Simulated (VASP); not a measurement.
Write the native input for VASP 6.6.1 that does the following.

- Task: single point
- Functional: PBE
- Potentials or basis: VASP PAW PBE potentials, release 64 (Sn_d, Te)
- Cutoff: 520 eV
- k mesh: 5 × 5 × 5
- Occupations: methfessel-paxton, width 0.1 eV
- Spin: no spin polarisation
- Dipole correction: no
- Further INCAR settings: ALGO = Normal; EDIFF = 1e-06; NBANDS = 32

The structure of Sn3Te lies in POSCAR:

```
Sn3Te
1.0
    4.8656220000      0.0000000000      0.0000000000
    0.0000000000      4.8656220000      0.0000000000
    0.0000000000      0.0000000000      4.8656220000
Sn Te
3 1
Direct
    0.5000000000      0.5000000000      0.0000000000
    0.5000000000      0.0000000000      0.5000000000
    0.0000000000      0.5000000000      0.5000000000
    0.0000000000      0.0000000000      0.0000000000
```

The cell comes from a database or a generator and needn't be the stable form of this composition.

The input as run:

INCAR

```
SYSTEM = Sn3Te
PREC     = Accurate       ! precision mode
ENCUT    = 520            ! plane-wave cutoff, eV
EDIFF    = 1E-6           ! SCF threshold, eV
ISMEAR   = 1              ! smearing method
SIGMA    = 0.1            ! smearing width, eV
LREAL    = .False.        ! projectors in reciprocal space
LASPH    = .True.         ! aspherical terms in the spheres
NELM     = 100            ! most SCF steps
ALGO     = Normal         ! electronic algorithm
ISIF     = 2              ! what is computed and relaxed
LWAVE    = .False.        ! write WAVECAR
LCHARG   = .False.        ! write CHGCAR
GGA      = PE             ! functional
NBANDS   = 32             ! bands
```

KPOINTS

```
Automatic mesh
0
Gamma
  5 5 5
  0 0 0
```

Potentials or basis: VASP PAW PBE potentials, release 64 (Sn_d, Te).

Launch:

```sh
$ cat potpaw_PBE.64/Sn_d/POTCAR potpaw_PBE.64/Te/POTCAR > POTCAR
$ mpirun -np 1 vasp_std > vasp.out
```

It gave:

```json
{
  "Pressure": "0.8 GPa",
  "Band gap on the k mesh": "none (metal or under the smearing width)"
}
```

Wall time 17 s on 1 thread of AMD EPYC 9R14 (Zen 4), with other jobs on the host, peak memory 0.18 GiB.
